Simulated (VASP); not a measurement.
# MgO (P6_3mc) in VASP: phonons with LDA

Aim: the phonons of MgO with LDA.

All numbers are computed with VASP 6.6.1; they aren't measurements. Logs are shortened: lines on timing, memory, paths and dates and some standing lists are left out, and cuts for length are marked.

### Step 1. Starting point

The structure is hexagonal, space group P6_3mc (No. 186). Conventional cell: a = 3.308 Å, b = 3.308 Å, c = 4.983 Å, α = 90.00°, β = 90.00°, γ = 120.00°. Mg (site symmetry 3m) is surrounded by 4 O at 1.97 to 1.99 Å. Around O (site symmetry 3m) lie 4 Mg at 1.97 to 1.99 Å.

Measurements of this composition are mostly on another form, of space group No. 225.

### Step 2. Phonons, LDA

Input file INCAR:

```
SYSTEM = MgO
  ALGO = Fast
  EDIFF = 1E-8
  ENCUT = 520
  GGA = CA
  IBRION = 8
  ISIF = 2
  ISMEAR = 0
  LASPH = .TRUE.
  LCHARG = .FALSE.
  LEPSILON = .TRUE.
  LREAL = .FALSE.
  LWAVE = .FALSE.
  NBANDS = 16
  NELM = 100
  NSW = 1
  PREC = Accurate
  SIGMA = 0.01
```

Input file KPOINTS:

```
k-points
0
G
  9 9 6
  0 0 0
```

Input file POSCAR:

```
MgO
1.0
    3.3077869879     -0.0000000029      0.0000000000
   -1.6538934914      2.8646275633      0.0000000000
    0.0000000000      0.0000000000      4.9828816700
Mg O
2 2
Direct
    0.3333333333      0.6666666667      0.0027909705
    0.6666666667      0.3333333333      0.5027909705
    0.3333333333      0.6666666667      0.4018090295
    0.6666666667      0.3333333333      0.9018090295
```

Potentials or basis: VASP PAW LDA potentials, release 64 (Mg, O).

Run with:

```bash
$ cat potpaw_LDA.64/Mg/POTCAR potpaw_LDA.64/O/POTCAR > POTCAR
$ mpirun -np 1 vasp_std > vasp.out
```

OUTCAR:

```text
SYSTEM = MgO
   EDIFF = 1E-8
   ENCUT = 520
   GGA = CA
   IBRION = 8
   ISIF = 2
   ISMEAR = 0
   LASPH = .TRUE.
   LEPSILON = .TRUE.
   LREAL = .FALSE.
   NELM = 100
   NSW = 1
   PREC = Accurate

 ion  position               nearest neighbor table
   1  0.333  0.667  0.003-   4 1.97   4 1.97   4 1.97   3 1.99   2 3.14   2 3.14   2 3.14   2 3.14
                             2 3.14   2 3.14
   2  0.667  0.333  0.503-   3 1.97   3 1.97   3 1.97   4 1.99   1 3.14   1 3.14   1 3.14   1 3.14
                             1 3.14   1 3.14
   3  0.333  0.667  0.402-   2 1.97   2 1.97   2 1.97   1 1.99
   4  0.667  0.333  0.902-   1 1.97   1 1.97   1 1.97   2 1.99

  LATTYP: Found a hexagonal cell.
 ALAT       =     3.3077869879
 C/A-ratio  =     1.5064094781

  Lattice vectors:

 A1 = (   3.3077869879,  -0.0000000029,   0.0000000000)
 A2 = (  -1.6538934914,   2.8646275633,   0.0000000000)
 A3 = (   0.0000000000,   0.0000000000,   4.9828816700)

Analysis of symmetry for initial positions (statically):
=====================================================================
 Subroutine PRICEL returns:
 Original cell was already a primitive cell.

 Routine SETGRP: Setting up the symmetry group for a
 hexagonal supercell.

 Subroutine GETGRP returns: Found 12 space group operations
 (whereof  6 operations were pure point group operations)
 out of a pool of 24 trial point group operations.

The static configuration has the point symmetry C_3v.
 The point group associated with its full space group is C_6v.

Analysis of symmetry for dynamics (positions and initial velocities):
=====================================================================
 Subroutine PRICEL returns:
 Original cell was already a primitive cell.
[... 739 lines left out ...]
 ---------------------------------------------------------------------------------
 ion    1
    1     1.79171     0.00000     0.00000
    2     0.00000     1.79171     0.00000
    3     0.00000    -0.00000     1.90281
 ion    2
    1     1.79171     0.00000     0.00000
    2     0.00000     1.79171     0.00000
    3    -0.00000     0.00000     1.90281
 ion    3
    1    -1.79171    -0.00000    -0.00000
    2    -0.00000    -1.79171     0.00000
    3     0.00000    -0.00000    -1.90281
 ion    4
    1    -1.79171    -0.00000     0.00000
    2    -0.00000    -1.79171     0.00000
    3    -0.00000     0.00000    -1.90281

 INTERNAL STRAIN TENSOR FOR ION    4 for displacements in x,y,z  (eV/Angst):
          X           Y           Z          XY          YZ          ZX
  --------------------------------------------------------------------------------
  x     0.00000    -0.00000     0.00000     7.95868     0.00000     3.37729
  y     7.95868    -7.95868     0.00000    -0.00000     3.27598     0.00000
  z     3.80565     3.80565   -11.05645     0.00000    -0.00000     0.00000

 SECOND DERIVATIVES (NOT SYMMETRIZED)
 ------------------------------------
               1X          1Y          1Z          2X          2Y          2Z          3X          3Y          3Z          4X          4Y          4Z
  1X   -10.136148   -0.000000    0.000000    0.586631    0.000000   -0.000000    0.869437    0.000000    0.000000    8.680080    0.000000   -0.000000
  1Y    -0.000000  -10.136148    0.000000    0.000000    0.586631    0.000000    0.000000    0.869437   -0.000000    0.000000    8.680080   -0.000000
  1Z     0.000000    0.000000  -11.613500    0.000000    0.000000    5.026707    0.000000    0.000000    2.955215   -0.000000    0.000000    3.631578
  2X     0.586631    0.000000    0.000000  -10.136148   -0.000000   -0.000000    8.680080    0.000000    0.000000    0.869437    0.000000   -0.000000
  2Y     0.000000    0.586631   -0.000000   -0.000000  -10.136148    0.000000    0.000000    8.680080    0.000000    0.000000    0.869437    0.000000
  2Z    -0.000000   -0.000000    5.026707   -0.000000   -0.000000  -11.613500    0.000000    0.000000    3.631578   -0.000000    0.000000    2.955215
  3X     0.867019    0.000000    0.000000    8.678147    0.000000    0.000000  -10.182199   -0.000000   -0.000000    0.637033    0.000000    0.000000
  3Y     0.000000    0.867019    0.000000    0.000000    8.678147    0.000000   -0.000000  -10.182199    0.000000    0.000000    0.637033    0.000000
  3Z     0.000000    0.000000    2.951029    0.000000    0.000000    3.629180    0.000000    0.000000  -11.238926   -0.000000    0.000000    4.658718
  4X     8.678147    0.000000   -0.000000    0.867019    0.000000   -0.000000    0.637033    0.000000   -0.000000  -10.182199   -0.000000    0.000000
  4Y     0.000000    8.678147    0.000000    0.000000    0.867019   -0.000000    0.000000    0.637033    0.000000   -0.000000  -10.182199   -0.000000
  4Z    -0.000000   -0.000000    3.629180   -0.000000    0.000000    2.951029    0.000000    0.000000    4.658718   -0.000000   -0.000000  -11.238926

 Eigenvectors and eigenvalues of the dynamical matrix
 ----------------------------------------------------

   1 f  =   15.612764 THz    98.097891 2PiTHz  520.785760 cm-1    64.569176 meV
             X         Y         Z           dx          dy          dz
      0.000000  1.909752  0.013907    -0.000000    0.000000   -0.077189
      1.653893  0.954876  2.505348    -0.000000    0.000000    0.077189
      0.000000  1.909752  2.002167     0.000000   -0.000000   -0.702881
      1.653893  0.954876  4.493608     0.000000   -0.000000    0.702881
[... 71 lines left out ...]
  12 f/i=    0.003160 THz     0.019855 2PiTHz    0.105408 cm-1     0.013069 meV
             X         Y         Z           dx          dy          dz
      0.000000  1.909752  0.013907     0.000000   -0.000000   -0.548993
      1.653893  0.954876  2.505348     0.000000   -0.000000   -0.548993
      0.000000  1.909752  2.002167     0.000000   -0.000000   -0.445653
      1.653893  0.954876  4.493608     0.000000   -0.000000   -0.445653

--------------------------------------------------------------------------------------------------------

 MACROSCOPIC STATIC DIELECTRIC TENSOR IONIC CONTRIBUTION
 ------------------------------------------------------
           2.577281     0.000000     0.000000
           0.000000     2.577281     0.000000
           0.000000     0.000000     4.215449
 ------------------------------------------------------

 ELASTIC MODULI CONTR FROM IONIC RELAXATION (kBar)
 Direction    XX          YY          ZZ          XY          YZ          ZX
 --------------------------------------------------------------------------------
 XX        -575.8230    276.9402    433.7108     -0.0000     -0.0000      0.0000
 YY         276.9402   -575.8230    433.7108     -0.0000      0.0000     -0.0000
 ZZ         433.7108    433.7108  -1258.7211      0.0000      0.0000      0.0000
 XY          -0.0000     -0.0000      0.0000   -426.3816     -0.0000     -0.0000
 YZ          -0.0000     -0.0000      0.0000     -0.0000    -73.1164     -0.0000
 ZX           0.0000     -0.0000      0.0000     -0.0000     -0.0000    -78.5235
 --------------------------------------------------------------------------------

 PIEZOELECTRIC TENSOR IONIC CONTR  for field in x, y, z        (C/m^2)
          XX          YY          ZZ          XY          YZ          ZX
  --------------------------------------------------------------------------------
  x     0.00000    -0.00000     0.00000    -0.00000    -0.00000    -0.42330
  y    -0.00000    -0.00000     0.00000    -0.00000    -0.40847    -0.00000
  z    -0.74684    -0.74684     2.16750    -0.00000    -0.00000    -0.00000
```

stdout:

```text
POSCAR found type information on POSCAR MgO
 POSCAR found :  2 types and       4 ions
 scaLAPACK will be used
 LDA part: xc-table for (Slater(with rela. corr.)+CA(PZ))
 , standard interpolation
 POSCAR, INCAR and KPOINTS ok, starting setup
 FFT: planning ... GRIDC
 FFT: planning ... GRID_SOFT
 FFT: planning ... GRID
[... 33 lines left out ...]
 first order change of Fermi-energy   0.41575E-02
 force on displaced ion       1 direction 3 :   0.000  -0.000 -11.614
 Born effective charge ion    1 direction 3 :   0.000  -0.000   1.903
 Linear response progress:
 first order change of Fermi-energy  -0.23227E-04
 force on displaced ion       3 direction 1 : -10.182  -0.000  -0.000
 Born effective charge ion    3 direction 1 :  -1.792   0.000   0.000
 Linear response progress:
 first order change of Fermi-energy   0.91077E-01
 force on displaced ion       3 direction 3 :   0.000  -0.000 -11.239
 Born effective charge ion    3 direction 3 :  -0.000   0.000  -1.903
 Born effective charges drift removed
 Linear response finished
```

Wall time 12 min (1 thread of Intel Xeon Platinum 8488C (Sapphire Rapids), shared host); peak memory 0.51 GiB.

Results:

| Item | Value |
| --- | --- |
| Electronic dielectric tensor (diagonal) | 2.96, 2.96, 3.06 |
| Born charges (mean of the diagonal) | Mg +1.83; O -1.83 e |
| Highest phonon frequency at Γ, LO-TO splitting left out | 521 cm⁻¹ |

Phonon frequencies in cm⁻¹ (negative: imaginary):
```csv
q point,frequencies
"(0.000, 0.000, 0.000)",0 0 0 199 199 430 431 514 514 519 519 521
```

Electronic dielectric tensor:
```
2.96 0.00 0.00
0.00 2.96 0.00
0.00 0.00 3.06
```

Born effective charge tensors (e):
atom 1, Mg
```
1.79 0.00 0.00
0.00 1.79 0.00
0.00 0.00 1.90
```
atom 2, Mg
```
1.79 0.00 0.00
0.00 1.79 0.00
0.00 0.00 1.90
```
atom 3, O
```
-1.79  0.00  0.00
 0.00 -1.79  0.00
 0.00  0.00 -1.90
```
atom 4, O
```
-1.79  0.00  0.00
 0.00 -1.79  0.00
 0.00  0.00 -1.90
```

Caveat: the atoms weren't relaxed first, which shifts response properties.
